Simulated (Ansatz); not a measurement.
**Elastic constants of RbBr at 1.2 GPa (stress–strain coefficients): input and output**

Method: Ansatz, DFT PBEsol, scalar-relativistic, plane waves, PAW.

Launched with:
```bash
ansatz run input.yaml --threads 1 --pin off --max-ram 1228MiB --backend cpu --events-out ev --progress --plain --runs-dir out
```

Input (bare energies are in eV):
```yaml
crystal:
  lattice:
    - [3.9911, 0.0, 0.0]
    - [0.0, 3.9911, 0.0]
    - [0.0, 0.0, 3.9911]
  atoms:
    - { symbol: Rb, position: [0.0, 0.0, 0.0] }
    - { symbol: Br, position: [0.5, 0.5, 0.5] }
basis:
  ecutwfc: 420
kpoints:
  mp_grid: { grid: [6, 6, 6] }
hamiltonian:
  xc: pbesol
scf:
  occupations: { method: fixed }
output:
  forces: true
  stress: true
  eigenvalues: true
elastic:
  mode: relaxed_ion
  stencil: two_point
```

From the output:
```
--- Elastic constants: 2 strain directions × 2 members + reference (group order 48) ---
  dense FFT box of the reference and of every strained cell: 27×27×27
  strains applied: 11, 23; error gains: componentwise 1.00 (the most a stress slope's error grows in a printed constant), spectral 1.73 (1 for all six strains in a standard setting)
  C = ∂σ_k/∂η_j (tension-positive GPa; Voigt order 11 22 33 23 13 12):
        44.604     12.246     12.246     -0.000     -0.000     -0.000
        12.246     44.604     12.246     -0.000     -0.000     -0.000
        12.246     12.246     44.604     -0.000     -0.000     -0.000
        -0.000     -0.000     -0.000     11.087      0.000      0.000
         0.000      0.000     -0.000      0.000     11.087      0.000
         0.000     -0.000      0.000      0.000      0.000     11.087
  reference stress σ⁰ (GPa):     -1.214     -1.214     -1.214     -0.000     -0.000     -0.000
  C* (energy form; C + prestress term) asymmetry max|C*_kj − C*_jk| = 7.105e-15 GPa — a small one proves nothing (zero by symmetry where the batch's group is 432, −43m or m−3m); a large one is finite-difference/SCF noise where every solve ...
  moduli (Voigt/Reuss/Hill, GPa): K = 23.03/23.03/23.03   G = 13.12/12.68/12.90   E = 32.62   ν = 0.264
  mechanically stable: yes (min eigenvalue of sym C = 11.09 GPa)
  strain η (Voigt 11):  stress-route row diagonal C_11 = 44.60 GPa, energy-path curvature d²(F+E_count+ΔE)/dδ²/Ω₀ = 44.58 GPa
         δ    σ_11 (GPa) F (eV) n_scf n_hpsi n_pw
    -2.000e-3      -1.3038       -5956.8809827       7    9542   1261   relax 0 steps, max|allowed force component| 7.40e-32 eV/Å
     2.000e-3      -1.1254       -5956.8829127       5    8198   1261   relax 0 steps, max|allowed force component| 2.22e-31 eV/Å
  strain η (Voigt 23):  stress-route row diagonal C_44 = 11.09 GPa, energy-path curvature d²(F+E_count+ΔE)/dδ²/Ω₀ = 11.68 GPa
         δ    σ_23 (GPa) F (eV) n_scf n_hpsi n_pw
    -2.000e-3      -0.0222       -5956.8819739       6   11734   1261   relax 0 steps, max|allowed force component| 2.17e-30 eV/Å
     2.000e-3       0.0222       -5956.8819739       5   10903   1261   relax 0 steps, max|allowed force component| 3.75e-30 eV/Å
```

Time: 17 s on 1 thread of Arm Neoverse N1, with other jobs on the host, peak memory 0.33 GiB.

The cell is the ideal cubic caesium chloride prototype; this isn't the usual structure of the compound.